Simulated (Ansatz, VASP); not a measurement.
# Two plane-wave programs on ScAl

```
Sc Al
1.0
     3.37035    0.00000    0.00000
     0.00000    3.37035    0.00000
     0.00000    0.00000    3.37035
Sc Al
1 1
Direct
  0.50000 0.50000 0.50000
  0.00000 0.00000 0.00000
```

The cell comes from a database or a generator and needn't be the stable form of this composition.

Alike in both runs: task single point; functional PBEsol; k mesh 14 × 14 × 14; occupations gaussian, width 0.15 eV; no spin polarisation.

|  | VASP | Ansatz |
| --- | --- | --- |
| version | VASP 6.6.1 | Ansatz 0.2.0 |
| potentials or method | VASP PAW PBE potentials, release 64 (Sc_sv, Al) | scalar-relativistic, plane waves, PAW |
| plane-wave cutoff (eV) | 520 | 420 |
| valence electrons in the cell | 14 | 14 |

Ansatz gave:

```
gap on the k mesh at the Fermi level (eV) : none
pressure (GPa)                            : -1.8
```

Task: Which values does VASP return?

Result: gap on the k mesh at the Fermi level (eV): none; pressure (GPa): -1.7.

A gap of «none» marks a metal or a gap that the smearing closes. With one functional, cell and mesh, what is left measures potentials, basis and numerics.

Caveats: the PAW data sets were made with another functional, which shifts forces and pressure a little (VASP).
